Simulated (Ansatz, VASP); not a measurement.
## Two plane-wave programs on C

Contents of INCAR:

```
SYSTEM = C
  PREC = Accurate
  ENCUT = 520
  EDIFF = 1E-7
  ISMEAR = 0
  SIGMA = 0.1
  LREAL = .False.
  LASPH = .True.
  NELM = 80
  ALGO = Normal
  ISIF = 2
  LWAVE = .False.
  LCHARG = .False.
  GGA = PE
  NBANDS = 26
```

File KPOINTS:

```
regular mesh
0
Gamma
  6 6 6
  0 0 0
```

File POSCAR:

```
C
1.0
    3.4605991900      0.0000000000      0.0000000000
    0.0000000000      3.4605991900      0.0000000000
    0.0000000000      0.0000000000      3.5491583900
C
8
Direct
    0.2058192000      0.4510069400      0.9491785700
    0.0489930600      0.2941808000      0.5508214300
    0.9510069400      0.7058192000      0.5508214300
    0.4510069400      0.7941808000      0.0508214300
    0.7941808000      0.5489930600      0.9491785700
    0.7058192000      0.0489930600      0.4491785700
    0.2941808000      0.9510069400      0.4491785700
    0.5489930600      0.2058192000      0.0508214300
```

Input for Ansatz:

```yaml
crystal:
  lattice:
    - [3.46059919, 0.0, 0.0]
    - [0.0, 3.46059919, 0.0]
    - [0.0, 0.0, 3.54915839]
  atoms:
    - { symbol: C, position: [0.2058192, 0.45100694, 0.94917857] }
    - { symbol: C, position: [0.04899306, 0.2941808, 0.55082143] }
    - { symbol: C, position: [0.95100694, 0.7058192, 0.55082143] }
    - { symbol: C, position: [0.45100694, 0.7941808, 0.05082143] }
    - { symbol: C, position: [0.7941808, 0.54899306, 0.94917857] }
    - { symbol: C, position: [0.7058192, 0.04899306, 0.44917857] }
    - { symbol: C, position: [0.2941808, 0.95100694, 0.44917857] }
    - { symbol: C, position: [0.54899306, 0.2058192, 0.05082143] }
basis:
  ecutwfc: 420
kpoints:
  mp_grid: { grid: [6, 6, 6] }
hamiltonian:
  xc: pbe
scf:
  occupations: { method: gaussian, width: 0.1 }
  lower_state_search: "off"
output:
  forces: true
  stress: true
  eigenvalues: true
```

Alike in both runs: task single point; functional PBE; k mesh 6 × 6 × 6; occupations gaussian, width 0.1 eV; no spin polarisation.

|  | VASP | Ansatz |
| --- | --- | --- |
| version | VASP 6.6.1 | Ansatz 0.2.0 |
| potentials or method | VASP PAW PBE potentials, release 64 (C) | scalar-relativistic, plane waves, PAW |
| plane-wave cutoff (eV) | 520 | 420 |
| valence electrons in the cell | 32 | 32 |

```csv
,VASP,Ansatz,Ansatz less VASP
gap on the k mesh at the Fermi level (eV),0.95,0.96,+0.008
least direct gap on the mesh (eV),1.49,1.50,+0.009
rms of the force components (eV/Å),0.240,0.238,-0.0020
```

Atom by atom the forces differ by 0.002 eV/Å (rms over components).
